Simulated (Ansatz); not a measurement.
# Si7Ge: the cost of one run

Computed with Ansatz 0.2.0 (DFT PBEsol, scalar-relativistic, plane waves, PAW, unless a step's input says otherwise).

1 further run of the same task is left out (set aside as unsound or not needed).

## Step 1: The structure to begin with

The structure is cubic, space group P-43m (No. 215). The conventional cell has a = 5.459 Å, b = 5.459 Å, c = 5.459 Å, α = 90.00°, β = 90.00°, γ = 90.00°. Si (site symmetry 3m) is surrounded by 3 Si at 2.36 Å and 1 Ge at 2.39 Å. Si (site symmetry -42m) is surrounded by 4 Si at 2.36 Å. Ge (site symmetry -43m) is surrounded by 4 Si at 2.39 Å.

As a file:

```xyz
8
Lattice="5.4592 0.0000 0.0000 0.0000 5.4592 0.0000 0.0000 0.0000 5.4592" Properties=species:S:1:pos:R:3 pbc="T T T"
Si    1.3790    1.3790    1.3790
Si    0.0000    2.7296    2.7296
Si    2.7296    2.7296    0.0000
Si    2.7296    0.0000    2.7296
Si    4.0802    1.3790    4.0802
Si    4.0802    4.0802    1.3790
Si    1.3790    4.0802    4.0802
Ge    0.0000    0.0000    0.0000
```

It goes back to an entry of the Materials Project, which need not be the stable form.

It is the result of an earlier relaxation at this level (volume 20.34 Å³/atom; gap on the mesh: 0.28 eV).

## Step 2: Relaxing to 0.001 eV/Å

Response functions are second derivatives at a minimum, so forces and stress are first brought close to zero on the mesh and occupations that the response runs use.

Input file input.yaml:

```yaml
crystal:
  lattice:
    - [5.4591768191, 0.0, 0.0]
    - [0.0, 5.4591768191, 0.0]
    - [0.0, 0.0, 5.4591768191]
  atoms:
    - { symbol: Si, position: [0.2525976816, 0.2525976816, 0.2525976816] }
    - { symbol: Si, position: [0.0, 0.5, 0.5] }
    - { symbol: Si, position: [0.5, 0.5, 0.0] }
    - { symbol: Si, position: [0.5, 0.0, 0.5] }
    - { symbol: Si, position: [0.7474023184, 0.2525976816, 0.7474023184] }
    - { symbol: Si, position: [0.7474023184, 0.7474023184, 0.2525976816] }
    - { symbol: Si, position: [0.2525976816, 0.7474023184, 0.7474023184] }
    - { symbol: Ge, position: [0.0, 0.0, 0.0] }
basis:
  ecutwfc: 420
kpoints:
  mp_grid: { grid: [8, 8, 8] }
hamiltonian:
  xc: pbesol
scf:
  occupations: { method: fixed }
output:
  forces: true
  stress: true
  eigenvalues: true
relax:
  adjacent_minimum: "off"
  f_tol: 0.001
  max_steps: 60
  cell: { stress_tol: 0.01 }
```

Launch:

```sh
$ ansatz run input.yaml --threads 4 --pin off --max-ram 12288MiB --backend cpu --events-out ev --progress --plain --runs-dir out
```

What time and memory should one allow on 4 threads of Intel Xeon 6975P-C (Granite Rapids), shared host?

About 4.8 s, with a peak of 0.55 GiB.
